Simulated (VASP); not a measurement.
Set up this calculation in VASP 6.6.1, as the native input.

| Item | Value |
| --- | --- |
| Task | single point |
| Functional | r2SCAN |
| Potentials or basis | VASP PAW PBE potentials, release 64 (Nb_sv, C) |
| Cutoff | 520 eV |
| k mesh | 6 × 6 × 1 |
| Occupations | fermi-dirac, width 0.1 eV |
| Spin | no spin polarisation |
| Dipole correction | yes |
| Further INCAR settings | ALGO = Normal; EDIFF = 1e-06; NBANDS = 25 |

NbC (Niobocarbide), a slab with vacuum:

```
CELL_PARAMETERS angstrom
3.16013 0.00000 0.00000
1.58007 2.73675 0.00000
0.00000 0.00000 13.87035
ATOMIC_POSITIONS crystal
Nb 0.00000 0.00000 0.36048
Nb 0.33333 0.33333 0.54651
C 0.66667 0.66667 0.45349
C 0.00000 0.00000 0.63952
```

The input as run:

POSCAR

```
NbC
1.0
    3.1601309158      0.0000000000      0.0000000000
    1.5800654579      2.7367536524      0.0000000000
    0.0000000000      0.0000000000     13.8703541321
Nb C
2 2
Direct
    0.0000000000      0.0000000000      0.3604810629
    0.3333333333      0.3333333333      0.5465063124
    0.6666666667      0.6666666667      0.4534936876
    1.0000000000      0.0000000000      0.6395189371
```

INCAR.step1

```
SYSTEM = NbC
PREC = Accurate ; ENCUT = 520
ISMEAR = -1 ; SIGMA = 0.1
LREAL = .FALSE. ; LASPH = .TRUE.
NELM = 100 ; LDIPOL = .TRUE.
IDIPOL = 3 ; DIPOL = 0.5 0.5 0.500
NBANDS = 25 ; GGA = PE
ALGO = Normal ; EDIFF = 1E-4
LWAVE = .TRUE. ; LCHARG = .FALSE.
```

INCAR.step2

```
SYSTEM = NbC
PREC = Accurate ; ENCUT = 520
EDIFF = 1E-6 ; ISMEAR = -1
SIGMA = 0.1 ; LREAL = .FALSE.
LASPH = .TRUE. ; NELM = 100
ALGO = Normal ; ISIF = 2
LWAVE = .FALSE. ; LCHARG = .FALSE.
LDIPOL = .TRUE. ; IDIPOL = 3
DIPOL = 0.5 0.5 0.500 ; METAGGA = R2SCAN
LMIXTAU = .TRUE. ; NBANDS = 25
ISTART = 1
```

KPOINTS

```
regular mesh
0
G
  6 6 1
  0 0 0
```

Potentials or basis: VASP PAW PBE potentials, release 64 (Nb_sv, C).

Command:

```console
$ cat potpaw_PBE.64/Nb_sv/POTCAR potpaw_PBE.64/C/POTCAR > POTCAR
$ cp INCAR.step1 INCAR
$ mpirun -np 1 vasp_std > vasp.out
$ cp INCAR.step2 INCAR
$ mpirun -np 1 vasp_std > vasp.out
```

Results of the run:

The largest force is 3.277 eV/Å and the band gap on the k mesh is none (metal or under the smearing width).

Caveat: the k mesh is coarse (spacing up to 0.38 Å⁻¹), so the values aren't converged; the PAW data sets were made with another functional, which shifts forces and pressure a little.

It took 4.5 min on 1 thread of AMD EPYC 7R43 64-Core Processor (Zen 3) (shared host), peak memory 0.21 GiB.
